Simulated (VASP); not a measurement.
# ZrS (Fm-3m) in VASP: single point with PBEsol

Aim: the single point of ZrS with PBEsol.

Program: VASP 6.6.1. These are calculated values, not measurements. Logs are shortened: lines on timing, memory, paths and dates and some standing lists are left out, and cuts for length are marked.

## 1. The structure

Symmetry: Fm-3m, No. 225, cubic system. Conventional cell: a = 5.250 Å, b = 5.250 Å, c = 5.250 Å, α = 90.00°, β = 90.00°, γ = 90.00°. Around Zr (site symmetry m-3m) lie 6 S at 2.62 Å. S (site symmetry m-3m) is surrounded by 6 Zr at 2.62 Å.

## 2. Single point, PBEsol

Contents of INCAR:

```
SYSTEM = ZrS
ALGO = Normal
EDIFF = 1E-6
ENCUT = 520
GGA = PS
ISIF = 2
ISMEAR = 0
LASPH = .True.
LCHARG = .False.
LREAL = .False.
LWAVE = .False.
NBANDS = 16
NELM = 60
PREC = Accurate
SIGMA = 0.15
```

Contents of KPOINTS:

```
k-points
0
Gamma
  16 16 16
  0 0 0
```

Contents of POSCAR:

```
ZrS
1.0
    0.0000000000      2.6250000000      2.6250000000
    2.6250000000      0.0000000000      2.6250000000
    2.6250000000      2.6250000000      0.0000000000
Zr S
1 1
Direct
    0.0000000000      0.0000000000      0.0000000000
    0.5000000000      0.5000000000      0.5000000000
```

Potentials or basis: VASP PAW PBE potentials, release 64 (Zr_sv, S).

On the command line:

```
> cat potpaw_PBE.64/Zr_sv/POTCAR potpaw_PBE.64/S/POTCAR > POTCAR
> mpirun -np 1 vasp_std > vasp.out
```

OUTCAR:

```text
SYSTEM = ZrS
   EDIFF = 1E-6
   ENCUT = 520
   GGA = PS
   ISIF = 2
   ISMEAR = 0
   LASPH = .True.
   LREAL = .False.
   NELM = 60
   PREC = Accurate

 ion  position               nearest neighbor table
   1  0.000  0.000  0.000-   2 2.62   2 2.62   2 2.62   2 2.62   2 2.62   2 2.62
   2  0.500  0.500  0.500-   1 2.62   1 2.62   1 2.62   1 2.62   1 2.62   1 2.62

  LATTYP: Found a face centered cubic cell.
 ALAT       =     5.2500000000

  Lattice vectors:

 A1 = (   0.0000000000,   2.6250000000,   2.6250000000)
 A2 = (   2.6250000000,   0.0000000000,   2.6250000000)
 A3 = (   2.6250000000,   2.6250000000,   0.0000000000)

Analysis of symmetry for initial positions (statically):
=====================================================================
 Subroutine PRICEL returns:
 Original cell was already a primitive cell.

 Routine SETGRP: Setting up the symmetry group for a
 face centered cubic supercell.

 Subroutine GETGRP returns: Found 48 space group operations
 (whereof 48 operations were pure point group operations)
 out of a pool of 48 trial point group operations.

The static configuration has the point symmetry O_h .

Analysis of symmetry for dynamics (positions and initial velocities):
=====================================================================
 Subroutine PRICEL returns:
 Original cell was already a primitive cell.

 Routine SETGRP: Setting up the symmetry group for a
 face centered cubic supercell.

 Subroutine GETGRP returns: Found 48 space group operations
 (whereof 48 operations were pure point group operations)
 out of a pool of 48 trial point group operations.

The dynamic configuration has the point symmetry O_h .

 Subroutine INISYM returns: Found 48 space group operations
 (whereof 48 operations are pure point group operations),
 and found     1 'primitive' translations

----------------------------------------------------------------------------------------

                                     Primitive cell

  volume of cell :      36.1758

  direct lattice vectors                    reciprocal lattice vectors
     0.000000000  2.625000000  2.625000000    -0.190476190  0.190476190  0.190476190
     2.625000000  0.000000000  2.625000000     0.190476190 -0.190476190  0.190476190
     2.625000000  2.625000000  0.000000000     0.190476190  0.190476190 -0.190476190

  length of vectors
     3.712310601  3.712310601  3.712310601     0.329914440  0.329914440  0.329914440

  position of ions in fractional coordinates (direct lattice)
     0.000000000  0.000000000  0.000000000
     0.500000000  0.500000000  0.500000000

  ion indices of the primitive-cell ions
   primitive index   ion index
                 1           1
                 2           2

----------------------------------------------------------------------------------------

 KPOINTS: k-points

Automatic generation of k-mesh.
 Grid dimensions read from file:
 generate k-points for:   16   16   16

 Generating k-lattice:

  Cartesian coordinates                     Fractional coordinates (reciprocal lattice)
    -0.011904762  0.011904762  0.011904762     0.062500000  0.000000000  0.000000000
     0.011904762 -0.011904762  0.011904762     0.000000000  0.062500000  0.000000000
     0.011904762  0.011904762 -0.011904762     0.000000000  0.000000000  0.062500000

  Length of vectors
     0.020619652  0.020619652  0.020619652

  Shift w.r.t. Gamma in fractional coordinates (k-lattice)
     0.000000000  0.000000000  0.000000000

 Subroutine IBZKPT returns following result:
 ===========================================

 Found    145 irreducible k-points:

 Following reciprocal coordinates:
            Coordinates               Weight
  0.000000  0.000000  0.000000      1.000000
  0.062500  0.000000  0.000000      8.000000
  0.125000  0.000000  0.000000      8.000000
  0.187500  0.000000  0.000000      8.000000
  0.250000  0.000000  0.000000      8.000000
  0.312500  0.000000  0.000000      8.000000
[... 16 lines left out ...]
 -0.125000  0.062500  0.000000     24.000000
 -0.062500  0.062500  0.000000     12.000000
 [... further k-points ...]
   k-points           NKPTS =    145   k-points in BZ     NKDIM =    145   number of bands    NBANDS=     16
   number of dos      NEDOS =    301   number of ions     NIONS =      2
   total plane-waves  NPLWV =  21952
   dimension x,y,z NGX =    28 NGY =   28 NGZ =   28
   dimension x,y,z NGXF=    56 NGYF=   56 NGZF=   56
   ions per type =               1   1
   NGX,Y,Z   is equivalent  to a cutoff of  12.54, 12.54, 12.54 a.u.
   NGXF,Y,Z  is equivalent  to a cutoff of  25.08, 25.08, 25.08 a.u.
 SYSTEM =  ZrS
   PREC   = accura    normal or accurate (medium, high low for compatibility)
   ISTART =      0    job   : 0-new  1-cont  2-samecut
   ICHARG =      2    charge: 1-file 2-atom 10-const
   ISPIN  =      1    spin polarized calculation?
   LNONCOLLINEAR =      F non collinear calculations
   LSORBIT =      F    spin-orbit coupling
   LASPH  =      T    aspherical Exc in radial PAW
   ENCUT  =  520.0 eV  38.22 Ry    6.18 a.u.   6.90  6.90  6.90*2*pi/ulx,y,z
   NELM   =     60;   NELMIN=  2; NELMDL= -5     # of ELM steps
   EDIFF  = 0.1E-05   stopping-criterion for ELM
   LREAL  =      F    real-space projection
   EDIFFG = 0.1E-04   stopping-criterion for IOM
   NSW    =      0    number of steps for IOM
   IBRION =     -1    ionic relax: 0-MD 1-quasi-New 2-CG
   NFREE  =      0    steps in history (QN), initial steepest desc. (CG)
   ISIF   =      2    stress and relaxation
   ISYM   =      2    0-nonsym 1-usesym 2-fastsym
   POTIM  = 0.5000    time-step for ionic-motion
   TEBEG  =    0.0;   TEEND  =   0.0 temperature during run
   PSTRESS=    0.0 pullay stress
   NELECT =      18.0000    total number of electrons
   NUPDOWN=      -1.0000    fix difference up-down
   EMIN   =  10.00;   EMAX   =-10.00  energy-range for DOS
   EFERMI =   0.00;   METHOD = LEGACY
   ISMEAR =     0;   SIGMA  =   0.15  broadening in eV -4-tet -1-fermi 0-gaus
   EFERMI_NEDOS =   21; number of points for ismear=-14 and -15
   IALGO  =     38    algorithm
   IMIX   =      4    mixing-type and parameters
     AMIX     =   0.40;   BMIX     =  1.00
     AMIX_MAG =   1.60;   BMIX_MAG =  1.00
  volume/ion in A,a.u.               =      18.09       122.06
  Fermi-wavevector in a.u.,A,eV,Ry     =   1.297258  2.451462 22.896950  1.682878
  Thomas-Fermi vector in A             =   2.428662
   LORBIT       =      0    0 simple, 1 ext, 2 COOP (PROOUT), +10 PAW based schemes
   GGA     = PS    functional components
   LHFCALC =     F    Hartree Fock is set to
   AEXX    =    0.0000 exact exchange contribution
   IVDW    =     0    specifies the selected vdW correction
   LEPSILON=     F    determine dielectric tensor
   LRPA    =     F    only Hartree local field effects (RPA)
 non-spin polarized calculation
 Gauss-broadening in eV      SIGMA  =   0.15
  energy-cutoff  :      520.00
  volume of cell :       36.18
 maximum number of plane-waves:       992
   NGX = 13   NGY = 13   NGZ = 13

 number of electron      18.0000000 magnetization

 Free energy of the ion-electron system (eV)
  ---------------------------------------------------
  ext. energy  EPLUGINS =         0.00000000
  ---------------------------------------------------
  free energy    TOTEN  =       -16.48713954 eV

  energy without entropy =      -16.47282561  energy(sigma->0) =      -16.47998257

 E-fermi :  10.6108     XC(G=0): -11.4606

 val. band max:       10.5978844644   @ k =  -0.1875   0.1875   0.0000
 cond. band min:      10.6210382583   @ k =   0.3125   0.1250   0.0625
 fundamental gap:      0.0231537938
 Fermi energy:        10.6107543541

 k-point     1 :       0.0000    0.0000    0.0000
  band No.  band energies     occupation
      1     -39.2812      2.00000
      2     -17.2768      2.00000
      3     -17.2768      2.00000
      4     -17.2768      2.00000
      5      -5.2150      2.00000
      6       7.0899      2.00000
[... 8 lines left out ...]
     15      17.7262      0.00000
     16      22.9593      0.00000

 k-point     2 :       0.0625    0.0000    0.0000
  band No.  band energies     occupation
      1     -39.2802      2.00000
      2     -17.2907      2.00000
      3     -17.2780      2.00000
      4     -17.2780      2.00000
      5      -5.1650      2.00000
      6       6.7720      2.00000
[... 8 lines left out ...]
     15      17.8953      0.00000
     16      22.5848      0.00000

 k-point     3 :       0.1250    0.0000    0.0000
  band No.  band energies     occupation
      1     -39.2773      2.00000
      2     -17.3301      2.00000
      3     -17.2814      2.00000
      4     -17.2814      2.00000
      5      -5.0200      2.00000
      6       6.0571      2.00000
[... 8 lines left out ...]
     15      18.3300      0.00000
     16      21.7960      0.00000

 k-point     4 :       0.1875    0.0000    0.0000
  band No.  band energies     occupation
      1     -39.2731      2.00000
      2     -17.3882      2.00000
      3     -17.2864      2.00000
      4     -17.2864      2.00000
      5      -4.7949      2.00000
      6       5.2247      2.00000
[... 8 lines left out ...]
     15      18.7030      0.00000
     16      21.2154      0.00000

 k-point     5 :       0.2500    0.0000    0.0000
  band No.  band energies     occupation
      1     -39.2681      2.00000
      2     -17.4554      2.00000
      3     -17.2924      2.00000
      4     -17.2924      2.00000
      5      -4.5140      2.00000
      6       4.4081      2.00000
[... 8 lines left out ...]
     15      18.6139      0.00000
     16      20.0875      0.00000

 k-point     6 :       0.3125    0.0000    0.0000
  band No.  band energies     occupation
      1     -39.2631      2.00000
      2     -17.5215      2.00000
      3     -17.2983      2.00000
      4     -17.2983      2.00000
      5      -4.2117      2.00000
      6       3.6798      2.00000
[... 8 lines left out ...]
     15      18.7288      0.00000
     16      18.9372      0.00000

 k-point     7 :       0.3750    0.0000    0.0000
  band No.  band energies     occupation
      1     -39.2588      2.00000
      2     -17.5766      2.00000
      3     -17.3034      2.00000
      4     -17.3034      2.00000
      5      -3.9331      2.00000
      6       3.0964      2.00000
[... 8 lines left out ...]
     15      17.8756      0.00000
     16      17.8756      0.00000

 k-point     8 :       0.4375    0.0000    0.0000
  band No.  band energies     occupation
      1     -39.2559      2.00000
      2     -17.6129      2.00000
      3     -17.3067      2.00000
      4     -17.3067      2.00000
      5      -3.7318      2.00000
      6       2.7131      2.00000
[... 8 lines left out ...]
     15      17.0020      0.00000
     16      17.0020      0.00000

 k-point     9 :       0.5000    0.0000    0.0000
  band No.  band energies     occupation
      1     -39.2549      2.00000
      2     -17.6256      2.00000
      3     -17.3079      2.00000
      4     -17.3079      2.00000
      5      -3.6576      2.00000
      6       2.5784      2.00000
[... 8 lines left out ...]
     15      16.4212      0.00000
     16      16.4212      0.00000
[... 172 lines left out ...]
 k-point    19 :      -0.3750    0.0625    0.0000
  band No.  band energies     occupation
      1     -39.2572      2.00000
      2     -17.5867      2.00000
      3     -17.3167      2.00000
      4     -17.3029      2.00000
      5      -3.8632      2.00000
      6       2.9802      2.00000
[... 8 lines left out ...]
     15      17.5754      0.00000
     16      17.6411      0.00000

 k-point    20 :      -0.3125    0.0625    0.0000
  band No.  band energies     occupation
      1     -39.2610      2.00000
      2     -17.5389      2.00000
      3     -17.3135      2.00000
      4     -17.2967      2.00000
      5      -4.1090      2.00000
      6       3.4655      2.00000
[... 8 lines left out ...]
     15      18.4055      0.00000
     16      18.7345      0.00000

 k-point    21 :      -0.2500    0.0625    0.0000
  band No.  band energies     occupation
      1     -39.2658      2.00000
      2     -17.4778      2.00000
      3     -17.3080      2.00000
      4     -17.2900      2.00000
      5      -4.3959      2.00000
      6       4.1000      2.00000
[... 8 lines left out ...]
     15      18.6261      0.00000
     16      19.2800      0.00000

 k-point    22 :      -0.1875    0.0625    0.0000
  band No.  band energies     occupation
      1     -39.2708      2.00000
      2     -17.4125      2.00000
      3     -17.3010      2.00000
      4     -17.2841      2.00000
      5      -4.6773      2.00000
      6       4.8259      2.00000
[... 8 lines left out ...]
     15      18.7842      0.00000
     16      20.0900      0.00000

 k-point    23 :      -0.1250    0.0625    0.0000
  band No.  band energies     occupation
      1     -39.2753      2.00000
      2     -17.3531      2.00000
      3     -17.2933      2.00000
      4     -17.2797      2.00000
      5      -4.9159      2.00000
      6       5.5797      2.00000
[... 8 lines left out ...]
     15      18.6024      0.00000
     16      20.9459      0.00000

 k-point    24 :      -0.0625    0.0625    0.0000
  band No.  band energies     occupation
      1     -39.2786      2.00000
      2     -17.3101      2.00000
      3     -17.2852      2.00000
      4     -17.2776      2.00000
      5      -5.0844      2.00000
      6       6.2801      2.00000
[... 8 lines left out ...]
     15      18.1568      0.00000
     16      21.9278      0.00000

 [... further k-points ...]

------------------------ aborting loop because EDIFF is reached ----------------------------------------

  FORCE on cell =-STRESS in cart. coord.  units (eV):
  Direction    XX          YY          ZZ          XY          YZ          ZX
  --------------------------------------------------------------------------------------
  -------------------------------------------------------------------------------------
  Total       -1.4147635     -1.4147635     -1.4147635      0.0000000      0.0000000      0.0000000
  in kB      -62.6579964    -62.6579964    -62.6579964      0.0000000      0.0000000      0.0000000
  external PRESSURE =     -62.6579964 kB  Pullay stress =       0.0000000 kB

 VOLUME and BASIS-vectors are now :
 -----------------------------------------------------------------------------
  energy-cutoff  :      520.00
  volume of cell :       36.18
      direct lattice vectors                 reciprocal lattice vectors
     0.000000000  2.625000000  2.625000000    -0.190476190  0.190476190  0.190476190
     2.625000000  0.000000000  2.625000000     0.190476190 -0.190476190  0.190476190
     2.625000000  2.625000000  0.000000000     0.190476190  0.190476190 -0.190476190

 POSITION                                       TOTAL-FORCE (eV/Angst)
 -----------------------------------------------------------------------------------
      0.00000      0.00000      0.00000         0.000000      0.000000      0.000000
      2.62500      2.62500      2.62500        -0.000000     -0.000000     -0.000000
 -----------------------------------------------------------------------------------
    total drift:                                0.000000      0.000000      0.000000

  FREE ENERGIE OF THE ION-ELECTRON SYSTEM (eV)
  ---------------------------------------------------
  free  energy   TOTEN  =       -16.4871395350 eV

  energy  without entropy=      -16.4728256057  energy(sigma->0) =      -16.47998257
```

Wall time 69 s (1 thread of Intel Xeon Platinum 8488C (Sapphire Rapids), shared host); peak memory 0.21 GiB.

Results:

```
Free energy            : -16.4871 eV
Pressure               : -6.3 GPa
Band gap on the k mesh : none (metal or under the smearing width)
```

Caveat: the PAW data sets were made with another functional, which shifts forces and pressure a little.
